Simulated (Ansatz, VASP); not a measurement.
## Ga in VASP and in Ansatz

```
CELL_PARAMETERS angstrom
2.21789 -3.74191 0.00000
2.21789 3.74191 0.00000
0.00000 0.00000 4.42496
ATOMIC_POSITIONS crystal
Ga 0.84436 0.15564 0.08594
Ga 0.65564 0.34436 0.58594
Ga 0.15564 0.84436 0.91406
Ga 0.34436 0.65564 0.41406
```

Alike in both runs: task single point; functional LDA; k mesh 8 × 8 × 7; occupations methfessel-paxton of order 1, width 0.1 eV; no spin polarisation.

|  | VASP | Ansatz |
| --- | --- | --- |
| version | VASP 6.6.1 | Ansatz 0.2.0 |
| potentials or method | VASP PAW LDA potentials, release 64 (Ga_d) | plane waves (420 eV) with PAW, scalar-relativistic |
| plane-wave cutoff (eV) | 520 | 420 |
| valence electrons in the cell | 52 | 52 |

VASP gave:

| Property | Result |
| --- | --- |
| pressure (GPa) | 0.1 |
| largest component of the traceless stress (GPa) | 0.21 |

Question: Which values does Ansatz return?

Answer: Pressure (GPa): 0.0; largest component of the traceless stress (GPa): 0.17.

Ansatz warned: «pseudo_functional_mismatch».
